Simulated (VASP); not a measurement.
Write the native input for VASP 6.6.1 that does the following.

- Task: single point
- Functional: r2SCAN
- Potentials or basis: VASP PAW PBE potentials, release 64 (Ta_pv)
- Cutoff: 520 eV
- k mesh: 18 × 18 × 10
- Occupations: gaussian, width 0.1 eV
- Spin: no spin polarisation
- Further INCAR settings: ALGO = Normal; EDIFF = 1e-06

The structure of Ta lies in POSCAR:

```
Ta
1.0
    2.8669300000      0.0000000000      0.0000000000
   -1.4334700000      2.4828300000      0.0000000000
    0.0000000000      0.0000000000      5.0933200000
Ta
2
Direct
    0.3333300000      0.6666700000      0.2500000000
    0.6666700000      0.3333300000      0.7500000000
```

This isn't the form of Ta at room conditions, which is bcc.

One way to write it, as run:

INCAR

```
SYSTEM = Ta
PREC = Accurate
ENCUT = 520
EDIFF = 1E-6
ISMEAR = 0
SIGMA = 0.1
LREAL = .False.
LASPH = .True.
NELM = 80
ALGO = Normal
ISIF = 2
LWAVE = .False.
LCHARG = .False.
METAGGA = R2SCAN
LMIXTAU = .True.
```

KPOINTS

```
regular mesh
0
Gamma
  18 18 10
  0 0 0
```

Potentials or basis: VASP PAW PBE potentials, release 64 (Ta_pv).

Run with:

```console
$ cat potpaw_PBE.64/Ta_pv/POTCAR > POTCAR
$ mpirun -np 1 vasp_std > vasp.out
```

Results of the run:

- Pressure: 4.6 GPa
- Band gap on the k mesh: none (metal or under the smearing width)

Caveat: the PAW data sets were made with another functional, which shifts forces and pressure a little.

Run time: 17 min on 1 thread of Intel(R) Xeon(R) Platinum 8259CL CPU @ 2.50GHz (Skylake/Cascade Lake), on a shared host, peak memory 0.38 GiB.
